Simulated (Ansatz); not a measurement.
# BN: response to strain

BN is deformed so: equal xy, yz and zx engineering shear strains of +1 %. What stress and forces result, by LAPW, PAW and all-electron datasets made for the crystal?

Computed with Ansatz 0.2.0 (DFT PBEsol, scalar-relativistic, unless a step's input says otherwise).

**1. The starting structure**

It takes space group P6_3/mmc (No. 194, hexagonal). The conventional cell has a = 2.504 Å, b = 2.504 Å, c = 6.661 Å, α = 90.00°, β = 90.00°, γ = 120.00°. B (site symmetry -6m2) has 3 N at 1.45 Å as nearest neighbours. N (site symmetry -6m2) has 3 B at 1.45 Å as nearest neighbours.

As a file:

```cif
data_structure
_symmetry_space_group_name_H-M 'P6_3/mmc'
_symmetry_Int_Tables_number 194
_cell_length_a 2.5040
_cell_length_b 2.5040
_cell_length_c 6.6612
_cell_angle_alpha 90.000
_cell_angle_beta 90.000
_cell_angle_gamma 120.000
_cell_volume 36.17
loop_
_atom_site_label
_atom_site_type_symbol
_atom_site_symmetry_multiplicity
_atom_site_Wyckoff_symbol
_atom_site_fract_x
_atom_site_fract_y
_atom_site_fract_z
_atom_site_occupancy
B1 B 2 c 0.33333 0.66667 0.25000 1
N1 N 2 d 0.33333 0.66667 0.75000 1
```

The file gives the conventional cell by its symmetry; the runs use the cell typed in the input.

Atoms are numbered in the order of the input: B1, B2, N3, N4.

**2. After the deformation**

Space group P6_3/mmc before, P-1 after.

**3. All-electron LAPW**

Contents of input.yaml:

```yaml
crystal:
  lattice:
    - [2.5039917043, 0.0125199585, 0.0125199585]
    - [-1.2411532501, 2.1622604475, 0.0045826229]
    - [0.033306, 0.033306, 6.6612]
  atoms:
    - { symbol: B, position: [0.3333333333, 0.6666666667, 0.25] }
    - { symbol: B, position: [0.6666666667, 0.3333333333, 0.75] }
    - { symbol: "N", position: [0.3333333333, 0.6666666667, 0.75] }
    - { symbol: "N", position: [0.6666666667, 0.3333333333, 0.25] }
kpoints:
  mp_grid: { grid: [11, 11, 4] }
  band_path:
    path:
      - [0.0, 0.0, 0.0]
      - [0.0, -0.5, 0.0]
      - [0.0, 0.0, 0.5]
      - [0.0, 0.0, 0.0]
      - [-0.5, 0.0, 0.0]
      - [-0.5, 0.5, -0.5]
      - [0.0, 0.0, 0.0]
      - [-0.5, 0.0, -0.5]
      - [-0.5, 0.5, 0.0]
    npoints: 5
scf:
  occupations: { method: fermi_dirac, width: 0.02 }
hamiltonian:
  xc: pbesol
  pseudopotentials: { kind: all_electron, lapw: { basis_error: 0.001 } }
output:
  forces: true
  stress: true
  eigenvalues: true
```

The run is started by

```sh
$ ansatz run input.yaml --threads 1 --pin off --max-ram 6144MiB --backend cpu --events-out ev --progress --plain --runs-dir out
```

What it wrote, cut to the lines that bear on the results:

```text
LAPW: plane waves up to 11.778 Å⁻¹, error target 1.0e-3 eV per atom; small_component_spin mean_spin; B in spheres of 0.680 Å, 5 of its electrons in bands, Dirac shells []; N in spheres of 0.759 Å, 7 of its electrons in bands, Dirac shells []
[...]
Pseudopotentials: kind: all_electron
Pseudopotential: B, LAPW, valence charge 5, Koelling and Harmon's equation, gaussian nucleus
Pseudopotential: N, LAPW, valence charge 7, Koelling and Harmon's equation, gaussian nucleus
Functional definition: PBEsol
[...]
Crystal: 4 atoms, lattice volume = 36.167 Å³
Basis set: ecut = 528.5542343206585 eV, 1007 PW (Γ), exchange–correlation at level 2
Bands: 16, of which v1, the nominal top of the filled ones, is band 12 counted from 1 (11 counted from 0)
Symmetry: 2 space group operations
Space group: P-1 (ITA 2), of the structure as read, at distance tolerance 3.3e-5 Å
k-points: 243 of 484
[...]
SCF iter   1: F=—  HF=-4323.916421 eV  |F-HF|=—  |Δ(HF+E_count)|=         —  Δρ=1.53e-1  dr2=8.33e0  ethr=3.47e-2  ⟨swp⟩=2.0  Hψ=27817  notcnv=0
[...]
the basis was enlarged: its passes take 96.7 KiB over the memory plan, 1 of 1 planned eigensolver slots
[...]
SCF iter   7: F=-4320.395548 eV  HF=-4320.395548 eV  |F-HF|=3.75e-9  |Δ(HF+E_count)|=   2.47e-7  Δρ=2.45e-6  dr2=5.19e-9  ethr=9.55e-10  ⟨swp⟩=3.0  Hψ=10140  notcnv=0
[...]
NSCF: frozen V_eff on 41 k-points
SCF converged after 7 iterations
Free energy (F): -4320.395548 eV
[...]
E sigma→0 (E₀):  -4320.395548 eV
Fermi energy:    6.956660 eV
[...]
--- Forces (eV/Å), atoms counted from 1 ---
  atom   1  B     -0.12945624     0.00315226    -0.00066913
  atom   2  B      0.12945624    -0.00315226     0.00066913
  atom   3  N     -0.13100887     0.00316974    -0.00054828
  atom   4  N      0.13100887    -0.00316974     0.00054828
[...]
--- Stress (GPa, compression-positive) ---
        0.227758      -3.726702      -0.065210
       -3.726702       0.223308      -0.065254
       -0.065210      -0.065254       0.859911
  P = ⅓ Tr σ = 0.4370 GPa (4.370 kbar)
--- Band table (eV; the first three rows and the last of 243) ---
  k-point 0: bands = ["-368.0128", "-368.0128", "-165.7608", "-165.7608", "-12.9428", "-12.6464", "-1.4633", "0.6837", "3.4774", "3.5142", "3.5251", "3.5611", "9.8536", "14.9541", "16.1862", "16.3316"]
[...]
```

Run time: 72 s. Hardware: 1 thread of Arm Neoverse V2, shared host; peak memory 1 GiB.

This run gives: pressure 0.44 GPa; gap 4.11 eV; largest force 0.131 eV/Å.

**4. Frozen-core PAW**

Contents of input.yaml:

```yaml
crystal:
  lattice:
    - [2.5039917043, 0.0125199585, 0.0125199585]
    - [-1.2411532501, 2.1622604475, 0.0045826229]
    - [0.033306, 0.033306, 6.6612]
  atoms:
    - { symbol: B, position: [0.3333333333, 0.6666666667, 0.25] }
    - { symbol: B, position: [0.6666666667, 0.3333333333, 0.75] }
    - { symbol: "N", position: [0.3333333333, 0.6666666667, 0.75] }
    - { symbol: "N", position: [0.6666666667, 0.3333333333, 0.25] }
kpoints:
  mp_grid: { grid: [11, 11, 4] }
scf:
  occupations: { method: fermi_dirac, width: 0.02 }
hamiltonian:
  xc: pbesol
  pseudopotentials: { kind: paw }
output:
  forces: true
  stress: true
  eigenvalues: true
  efg: { contact_densities: true }
```

The run is started by

```sh
$ ansatz run input.yaml --threads 1 --pin off --max-ram 6144MiB --backend cpu --events-out ev --progress --plain --runs-dir out
```

What it wrote:

```text
Engine: ansatz 0.2.0
Pseudopotentials: kind: paw
Pseudopotential: B, paw, valence charge 3, recommended cutoff 420 eV (normal)
Pseudopotential: N, paw, valence charge 5, recommended cutoff 420 eV (normal)
[... 1 set-up line as earlier in the session ...]
  exchange = pbesol_x
  correlation = pbesol_c
Crystal: 4 atoms, lattice volume = 36.167 Å³
Basis set: ecut = 420 eV, 699 PW (Γ), exchange–correlation on 36×36×90 points (8 copies of the dense FFT grid, shifted against one another)
Bands: 12, of which v1, the nominal top of the filled ones, is band 8 counted from 1 (7 counted from 0)
[... 2 set-up lines as earlier in the session ...]
k-points: 243 of 484
Non-local potential: B, projectors of the file, l = 0: 2, l = 1: 2, l = 2: 1
Non-local potential: N, projectors of the file, l = 0: 2, l = 1: 2, l = 2: 1
PAW form: soft (Blöchl's): semilocal exchange-correlation on the pseudo side does not see the compensation charge
PAW frozen core: B, regenerated for the run's functional, and the local potential with it (the file was generated under x = pbe(κ = 0.804, μ = 0.2195149727645171), c = pbe(β = 0.06672455060314922))
PAW frozen core: N, regenerated for the run's functional, and the local potential with it (the file was generated under x = pbe(κ = 0.804, μ = 0.2195149727645171), c = pbe(β = 0.06672455060314922))
PAW one-centre angular grid: B, 110 points (default); XC on 64 Gauss nodes
PAW one-centre angular grid: N, 110 points (default); XC on 64 Gauss nodes
Initial density: superposition of atomic densities (neutral atoms: chi_scale 0, normalization atom), corrected by the library's trained network
Initial wavefunctions: pseudopotential atomic-orbital guess
Functional: x = pbesol(κ = 0.804, μ = 0.12345679012345678), c = pbesol(β = 0.046)
SCF iter   1: F=—  HF=-1067.556201 eV  |F-HF|=—  |Δ(HF+E_count)|=         —  Δρ=8.62e-3  dr2=2.42e-2  ethr=1.77e-3  ⟨swp⟩=6.5  Hψ=18222  notcnv=0
preconditioner: auto → none  [insulator: Δε(μ)=4.101 eV  Ē_g=15.677 eV  σ=0.020 eV  W_gap=1.00  n_scr=4 (ndim 8)  ℏωp=24.7 eV  f_vac=0.023  D(μ)=0.00/eV (n_scr^D=0)  ε∞_Penn≈3.5]
SCF iter   2: F=—  HF=-1067.550343 eV  |F-HF|=—  |Δ(HF+E_count)|=   5.86e-3  Δρ=3.05e-3  dr2=2.34e-3  ethr=1.51e-4  ⟨swp⟩=2.7  Hψ=7524  notcnv=0
SCF iter   3: F=—  HF=-1067.549796 eV  |F-HF|=—  |Δ(HF+E_count)|=   5.47e-4  Δρ=8.40e-4  dr2=1.62e-4  ethr=1.46e-5  ⟨swp⟩=2.1  Hψ=5404  notcnv=0
SCF iter   4: F=—  HF=-1067.549880 eV  |F-HF|=—  |Δ(HF+E_count)|=   8.37e-5  Δρ=1.36e-4  dr2=2.94e-6  ethr=1.01e-6  ⟨swp⟩=2.9  Hψ=5017  notcnv=0
SCF iter   5: F=—  HF=-1067.549883 eV  |F-HF|=—  |Δ(HF+E_count)|=   3.49e-6  Δρ=1.43e-5  dr2=3.44e-8  ethr=1.84e-8  ⟨swp⟩=2.3  Hψ=4576  notcnv=0
SCF iter   6: F=-1067.549883 eV  HF=-1067.549883 eV  |F-HF|=2.45e-9  |Δ(HF+E_count)|=   6.40e-8  Δρ=1.73e-6  dr2=4.13e-9  ethr=2.15e-10  ⟨swp⟩=2.4  Hψ=10902  notcnv=0
SCF 1 converged in 6 iterations: F = -1067.549883 eV  dr2 = 4.13e-9
SCF converged after 6 iterations
Free energy (F): -1067.549883 eV
Harris-Foulkes:  -1067.549883 eV  (|F-HF|=2.45e-9)
Internal energy: -1067.549883 eV  (E = F + TS)
E sigma→0 (E₀):  -1067.549883 eV
Fermi energy:    6.772254 eV
--- Per-component energies (eV) ---
  E_band       = -39.704849
  E_kinetic    = 365.576359
  E_local      = -694.011334  (includes V_loc(G=0)·N_el)
  E_nonlocal   = 116.004783
  E_hartree    = 223.021318
  E_xc         = -182.453458
  E_vxc        = -227.364997  (∫ρ·V_xc dr)
  E_paw        = -397.860631  (= ΣΔE_a)
  E_vpaw       = -45.952661  (= ΣTr[D̂ρ^β])
  E_aug_tail   = 0.000194  (compensation charges beyond the density's cutoff)
  E_ewald      = -497.912733
  E_core_change = 0.085620  (= ΣΔE_core)
  E_smearing   = -0.000000  (= −TS)
  E_closure    = -0.000000  (closes the sum)
  Σ components = -1067.549883   (vs F -1067.549883, Δ=0.00e0)
--- Forces (eV/Å), atoms counted from 1 ---
  atom   1  B     -0.12971190     0.00313702    -0.00070095
  atom   2  B      0.12971190    -0.00313702     0.00070095
  atom   3  N     -0.13123812     0.00315305    -0.00061873
  atom   4  N      0.13123812    -0.00315305     0.00061873
  max |Σ_I F_I| component: 0.00e0 eV/Å
--- Stress (GPa, compression-positive) ---
        0.266500      -3.725627      -0.064022
       -3.725633       0.260463      -0.064835
       -0.064025      -0.064841       0.841430
  P = ⅓ Tr σ = 0.4561 GPa (4.561 kbar)
--- PAW observables at the nuclei: V_zz in 10²¹ V/m², potentials from the cell's mean, atoms counted from 1 ---
  atom   1  B  V_zz =    +2.794166   η = 0.0294   by run symmetry: allowed
            electrostatic potential = -322.129377 V   contact ρ = 482.117267 e/Å³
  atom   2  B  V_zz =    +2.794166   η = 0.0294   by run symmetry: allowed
            electrostatic potential = -322.129377 V   contact ρ = 482.117267 e/Å³
  atom   3  N  V_zz =    +0.233588   η = 0.0964   by run symmetry: allowed
            electrostatic potential = -511.768854 V   contact ρ = 1401.151928 e/Å³
  atom   4  N  V_zz =    +0.233588   η = 0.0964   by run symmetry: allowed
            electrostatic potential = -511.768854 V   contact ρ = 1401.151928 e/Å³
--- Band table (eV; the first three rows and the last of 243) ---
  k-point 0: bands = ["-13.1281", "-12.8314", "-1.6500", "0.4968", "3.2969", "3.3327", "3.3446", "3.3804", "9.6646", "14.7662", "16.0148", "16.1611"]
  k-point 1: bands = ["-13.0869", "-12.8773", "-1.3892", "0.1063", "3.3023", "3.3276", "3.3501", "3.3752", "10.3703", "13.8607", "16.0463", "16.1420"]
  k-point 2: bands = ["-12.9846", "-12.9845", "-0.7024", "-0.7023", "3.3142", "3.3151", "3.3619", "3.3626", "12.0478", "12.0479", "16.0923", "16.0992"]
  k-point 242: bands = ["-10.2877", "-10.1890", "-3.5551", "-3.4860", "0.2885", "0.3355", "2.6627", "3.6044", "9.7923", "10.6625", "14.6101", "15.4606"]
```

Wall time 5 s (1 thread of Arm Neoverse V2, shared host); peak memory 0.37 GiB.

Result: pressure 0.46 GPa; gap on the k mesh 4.20 eV; largest force 0.131 eV/Å; Vzz B1 2.79 (η = 0.03), N3 0.23 (η = 0.10) (10²¹ V/m²).

**5. All-electron PAW on datasets made for the crystal**

input.yaml: that of step 4 with these lines changed.

```diff
@@ -16,3 +16,3 @@
   xc: pbesol
-  pseudopotentials: { kind: paw }
+  pseudopotentials: { kind: all_electron, datasets: crystal }
 output:
```

The run is started by

```sh
$ ansatz run input.yaml --threads 1 --pin off --max-ram 6144MiB --backend cpu --events-out ev --progress --plain --runs-dir out
```

What it wrote:

```text
hamiltonian.pseudopotentials.datasets: crystal makes datasets for this crystal and solves the spheres of its atoms anew in each pass: cutoff 580.0 eV, the density's 2320.0 eV; for an error of 0.50 meV an atom under PBE, 2.0 meV for the cell; an energy difference from a run of another recipe may be off by several times the error for the cell, under r2SCAN by more, where some 0.1 meV an atom stays at smaller errors; B in spheres of 0.651 Å, 3 of its electrons in bands, 2 on its site; N in spheres of 0.783 Å, 5 of its electrons in bands; only band paths and densities of states list, in semicore columns, the levels of the semicore shells that are solved separately: 1s of B
[... 2 set-up lines as earlier in the session ...]
Pseudopotential: B, paw, valence charge 5, recommended cutoff 580 eV (normal), Koelling and Harmon's equation, gaussian nucleus
Pseudopotential: N, paw, valence charge 5, recommended cutoff 580 eV (normal), Koelling and Harmon's equation, gaussian nucleus
[... 3 set-up lines as earlier in the session ...]
Crystal: 4 atoms, lattice volume = 36.167 Å³
Basis set: ecut = 580 eV, 1129 PW (Γ), exchange–correlation on 40×40×108 points (8 copies of the dense FFT grid, shifted against one another)
Bands: 12, of which v1, the nominal top of the filled ones, is band 8 counted from 1 (7 counted from 0)
[... 2 set-up lines as earlier in the session ...]
k-points: 243 of 484
Non-local potential: B, projectors of the file, l = 0: 1, l = 1: 1
Non-local potential: N, projectors of the file, l = 0: 1, l = 1: 1
[... 1 set-up line as earlier in the session ...]
PAW one-centre angular grid: B, 110 points (default); XC on its mesh's 1835 points in the sphere
PAW one-centre angular grid: N, 110 points (default); XC on its mesh's 1875 points in the sphere
Initial density: superposition of atomic densities (neutral atoms: chi_scale 0, normalization atom)
[... 2 set-up lines as earlier in the session ...]
iter 1 solved again at ethr=6.11e-2 eV; its pass at ethr=1.00e-1 eV (dr2=9.78e0 eV) is discarded
SCF iter   1: F=—  HF=-4323.393401 eV  |F-HF|=—  |Δ(HF+E_count)|=         —  Δρ=1.70e-1  dr2=9.84e0  ethr=6.11e-2  ⟨swp⟩=2.0  Hψ=17930  notcnv=0
preconditioner: auto → none  [insulator: Δε(μ)=6.070 eV  Ē_g=17.126 eV  σ=0.020 eV  W_gap=1.00  n_scr=4 (ndim 8)  ℏωp=24.7 eV  f_vac=0.000  D(μ)=0.00/eV (n_scr^D=0)  ε∞_Penn≈3.1]
SCF iter   2: F=—  HF=-4320.654558 eV  |F-HF|=—  |Δ(HF+E_count)|=    2.74e0  Δρ=7.25e-2  dr2=1.05e0  ethr=6.11e-2  ⟨swp⟩=3.3  Hψ=8197  notcnv=0  defer=12
SCF iter   3: F=—  HF=-4320.398757 eV  |F-HF|=—  |Δ(HF+E_count)|=   2.56e-1  Δρ=2.20e-2  dr2=1.20e-1  ethr=6.56e-3  ⟨swp⟩=3.3  Hψ=7669  notcnv=0  defer=33
iter 4 solved again at ethr=3.44e-5 eV; its pass at ethr=7.48e-4 eV (dr2=5.51e-3 eV) is discarded
SCF iter   4: F=—  HF=-4320.396156 eV  |F-HF|=—  |Δ(HF+E_count)|=   2.60e-3  Δρ=4.59e-3  dr2=5.04e-3  ethr=3.44e-5  ⟨swp⟩=3.5  Hψ=15235  notcnv=0  defer=303
SCF iter   5: F=—  HF=-4320.397184 eV  |F-HF|=—  |Δ(HF+E_count)|=   1.03e-3  Δρ=1.28e-3  dr2=3.20e-4  ethr=3.15e-5  ⟨swp⟩=3.0  Hψ=6200  notcnv=0  defer=187
SCF iter   6: F=—  HF=-4320.397498 eV  |F-HF|=—  |Δ(HF+E_count)|=   3.14e-4  Δρ=2.54e-4  dr2=1.27e-5  ethr=2.00e-6  ⟨swp⟩=3.5  Hψ=9150  notcnv=0  defer=126
SCF iter   7: F=—  HF=-4320.397513 eV  |F-HF|=—  |Δ(HF+E_count)|=   1.46e-5  Δρ=1.41e-4  dr2=5.22e-6  ethr=7.93e-8  ⟨swp⟩=3.2  Hψ=7050  notcnv=0  defer=51
SCF iter   8: F=—  HF=-4320.397511 eV  |F-HF|=—  |Δ(HF+E_count)|=   1.91e-6  Δρ=1.42e-5  dr2=1.16e-7  ethr=3.26e-8  ⟨swp⟩=3.2  Hψ=5659  notcnv=0  defer=42
SCF iter   9: F=—  HF=-4320.397511 eV  |F-HF|=—  |Δ(HF+E_count)|=   4.80e-8  Δρ=1.04e-5  dr2=1.86e-7  ethr=7.24e-10  ⟨swp⟩=3.4  Hψ=6970  notcnv=0  defer=25
SCF iter  10: F=-4320.397511 eV  HF=-4320.397511 eV  |F-HF|=2.89e-9  |Δ(HF+E_count)|=   5.52e-8  Δρ=3.78e-6  dr2=3.79e-9  ethr=7.24e-10  ⟨swp⟩=3.1  Hψ=5983  notcnv=0  defer=22
SCF 1 converged in 10 iterations: F = -4320.397508 eV  dr2 = 3.79e-9
  Residual-converged pass: ⟨swp⟩=3.9  Hψ=6443  notcnv=0  max |occ|·‖R‖ = 6.7e-6 eV (tolerance 6.7e-6 eV)  dr2=3.86e-9  dr2_onsite=1.72e-9  max |Δocc| = 0.0e0
SCF converged after 10 iterations
Free energy (F): -4320.397508 eV
Harris-Foulkes:  -4320.397508 eV  (|F-HF|=2.89e-9)
Internal energy: -4320.397508 eV  (E = F + TS)
E sigma→0 (E₀):  -4320.397508 eV
Past the cutoff: the bands carry plane waves up to 1.75 times it, of which those up to 1.5 times it add -0.000130 eV an atom, each by itself; the spheres take 0.000151 eV an atom off the energy for waves past 1.75 times it
By the cutoff:   a pressure is off by up to 0.007 GPa (1.2 times the spheres' own share and the shells' term, over an atom's volume, and 0.004 GPa: a bound that held against runs at twice the plane waves)
Past the cutoffs: a stress includes 0.0048 GPa for waves and charges beyond them, in addition to the slope of what the spheres take
In the spheres:  the bands' charges fall short by 7.5e-7 e at most (sound up to 1e-3), those of shells solved beside the bands by 1.0e-8 e (sound up to 5e-4)
Fermi energy:    6.956642 eV
--- Per-component energies (eV) ---
  The terms above E_closure are by the made datasets' own strengths, without shells solved beside the bands.
--- Forces (eV/Å), atoms counted from 1 ---
  atom   1  B     -0.12939785     0.00314556    -0.00072863
  atom   2  B      0.12939785    -0.00314556     0.00072863
  atom   3  N     -0.13095397     0.00316934    -0.00056590
  atom   4  N      0.13095397    -0.00316934     0.00056590
  max |Σ_I F_I| component: 0.00e0 eV/Å
--- Stress (GPa, compression-positive) ---
        0.224971      -3.726431      -0.065256
       -3.726431       0.220537      -0.065264
       -0.065256      -0.065264       0.864119
  P = ⅓ Tr σ = 0.4365 GPa (4.365 kbar)
  It holds what live shells' own plane waves past their cutoff add
--- PAW observables at the nuclei: V_zz in 10²¹ V/m², potentials from the cell's mean, atoms counted from 1 ---
  atom   1  B  V_zz =    +2.859775   η = 0.0274   by run symmetry: allowed
            electrostatic potential = -321.331609 V   contact ρ = 482.135547 e/Å³
  atom   2  B  V_zz =    +2.859775   η = 0.0274   by run symmetry: allowed
            electrostatic potential = -321.331609 V   contact ρ = 482.135547 e/Å³
  atom   3  N  V_zz =    -0.203883   η = 0.4663   by run symmetry: allowed
            electrostatic potential = -510.938279 V   contact ρ = 1401.393232 e/Å³
  atom   4  N  V_zz =    -0.203883   η = 0.4663   by run symmetry: allowed
            electrostatic potential = -510.938279 V   contact ρ = 1401.393232 e/Å³
--- Band table (eV; the first three rows and the last of 243) ---
  k-point 0: bands = ["-12.9427", "-12.6463", "-1.4632", "0.6837", "3.4774", "3.5141", "3.5250", "3.5610", "9.8537", "14.9542"]
  k-point 1: bands = ["-12.9016", "-12.6922", "-1.2026", "0.2931", "3.4827", "3.5087", "3.5303", "3.5557", "10.5600", "14.0511"]
  k-point 2: bands = ["-12.7993", "-12.7993", "-0.5153", "-0.5153", "3.4953", "3.4961", "3.5426", "3.5434", "12.2389", "12.2389"]
  k-point 242: bands = ["-10.1027", "-10.0039", "-3.3692", "-3.3000", "0.4747", "0.5218", "2.8486", "3.7909", "9.9758", "10.8468"]
```

It took 30 s on 1 thread of Arm Neoverse V2, shared host; peak memory 1 GiB.

In short: pressure 0.44 GPa; gap on the k mesh 4.20 eV; largest force 0.131 eV/Å; Vzz B1 2.86 (η = 0.03), N3 -0.20 (η = 0.47) (10²¹ V/m²).

**6. Side by side**

Stress (GPa, compression positive):

| method | xx | yy | zz | yz | xz | xy |
| --- | --- | --- | --- | --- | --- | --- |
| LAPW | 0.23 | 0.22 | 0.86 | -0.07 | -0.07 | -3.73 |
| PAW | 0.27 | 0.26 | 0.84 | -0.06 | -0.06 | -3.73 |
| crystal datasets | 0.22 | 0.22 | 0.86 | -0.07 | -0.07 | -3.73 |

Forces (eV/Å):

| atom | LAPW x | LAPW y | LAPW z | PAW x | PAW y | PAW z | crystal datasets x | crystal datasets y | crystal datasets z |
| --- | --- | --- | --- | --- | --- | --- | --- | --- | --- |
| B1 | -0.129 | 0.003 | -0.001 | -0.130 | 0.003 | -0.001 | -0.129 | 0.003 | -0.001 |
| B2 | 0.129 | -0.003 | 0.001 | 0.130 | -0.003 | 0.001 | 0.129 | -0.003 | 0.001 |
| N3 | -0.131 | 0.003 | -0.001 | -0.131 | 0.003 | -0.001 | -0.131 | 0.003 | -0.001 |
| N4 | 0.131 | -0.003 | 0.001 | 0.131 | -0.003 | 0.001 | 0.131 | -0.003 | 0.001 |

| method | pressure (GPa) | gap on the k mesh (eV) | largest force (eV/Å) | Vzz B1 (10²¹ V/m²) | Vzz N3 (10²¹ V/m²) | SCF cycles, all passes |
| --- | --- | --- | --- | --- | --- | --- |
| LAPW | 0.44 | 4.20 | 0.131 | – | – | 7 |
| PAW | 0.46 | 4.20 | 0.131 | 2.79 | 0.23 | 6 |
| crystal datasets | 0.44 | 4.20 | 0.131 | 2.86 | -0.20 | 10 |

**7. Summary of results**

| quantity | value |
| --- | --- |
| pressure | LAPW 0.44, PAW 0.46, crystal datasets 0.44 GPa |
| largest shear or deviatoric stress (LAPW) | 3.73 GPa |

**Reading.** The largest part of the stress beyond the pressure is 3.73 GPa in size, in the xy component; the atoms are carried along and not relaxed. No run of the undeformed cell stands beside it, so the pressure holds what the given cell had before the change. PAW: stress within 0.04 GPa of LAPW, forces within 1 meV/Å. Crystal datasets: stress within 0.01 GPa of LAPW, forces within 1 meV/Å.
